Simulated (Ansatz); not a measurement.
# Which metal conducts best in a thin wire?

Plane-wave DFT in Ansatz, PBEsol, scalar-relativistic PAW potentials, cutoff 420 eV, no spin-orbit coupling; no spin polarisation. Relaxed crystals; Boltzmann transport at 300 K with one relaxation time τ for all states, on bands interpolated from the mesh shown (Fermi–Dirac smearing 0.15 eV in the self-consistent run).

| metal | k mesh | σ/τ xx, yy, zz (10²⁰ Ω⁻¹ m⁻¹ s⁻¹) | N(E_F) (states eV⁻¹ nm⁻³, both spins) |
| --- | --- | --- | --- |
| NbN (Fm-3m) | 16×16×16 | 20.95, 20.95, 20.95 | 44.4 |
| TiSi (Cmmm) | 10×6×10 | 4.94, 4.85, 8.67 | 40.1 |
| TiAl₂ (Cmmm) | 10×10×10 | 3.16, 2.21, 1.80 | 26.4 |
| Zr₃O (P6_322) | 6×6×8 | 0.78, 0.78, 2.27 | 50.7 |
| Ag (Fm-3m) | 20×20×20 | 17.28, 17.28, 17.28 | 15.8 |

**Question.** Get the Fermi velocity and ρλ of each, along its best-conducting axis, without knowing τ.

**Answer.** The trace of σ/τ is e²N(E_F)⟨v²⟩, which gives the root mean square velocity. With ρ = 1/((σ/τ)τ) and λ = vτ the time drops out: ρλ = v/(σ/τ).
| metal | v (10⁵ m/s) | ρλ (10⁻¹⁶ Ω m²) |
| --- | --- | --- |
| NbN (Fm-3m) | 9.40 | 4.5 |
| TiSi (Cmmm) | 5.36 | 6.2 |
| Ag (Fm-3m) | 14.31 | 8.3 |
| Zr₃O (P6_322) | 2.17 | 9.6 |
| TiAl₂ (Cmmm) | 4.11 | 13.0 |

ρλ measures the inverse of the Fermi surface's area in k space (1/(ρλ) = e²S_F/(12π³ħ) for an isotropic metal), not the velocity: slow d electrons on a large surface can match fast s electrons. Copper's value in the literature is about 6.7×10⁻¹⁶ Ω m².

**Question.** How much resistivity do surfaces and grain boundaries add in a square wire 10 nm wide, with diffuse surfaces, grains as wide as the wire and a reflection coefficient of 0.3?

**Answer.** In the common approximations to Fuchs–Sondheimer and Mayadas–Shatzkes, Δρ = ρλ [3(1 − p)/(4d) + 3R/(2D(1 − R))], with specularity p = 0, R = 0.3, and width d and grain size D both 10 nm, so Δρ = ρλ × 1.39×10⁸ m⁻¹: NbN (Fm-3m) 6.3 μΩ cm, TiSi (Cmmm) 8.6 μΩ cm, Ag (Fm-3m) 11.5 μΩ cm, Zr₃O (P6_322) 13.3 μΩ cm, TiAl₂ (Cmmm) 18.1 μΩ cm. The rise is smallest in NbN (Fm-3m). The wire's resistivity is this plus the bulk value, which needs phonon and disorder scattering and wasn't computed, so a small ρλ is needed but not enough: a wire metal must also be stable, stay ordered and resist electromigration and oxidation. One τ for all states gives, as a rule, a lower ρλ than one λ would, by some tens of per cent where velocities vary over the Fermi surface, which flatters d metals against copper, and the values hang on the mesh; the best axis of an anisotropic metal needs oriented grains, and the mean velocity understates λ along it.

Cost: about 100 core-minutes for the runs cited, on AMD EPYC 7R43 (Zen 3), Arm Neoverse V1, Oxide Virtual Turin-like Processor (Zen 5) and other processors (shared hosts).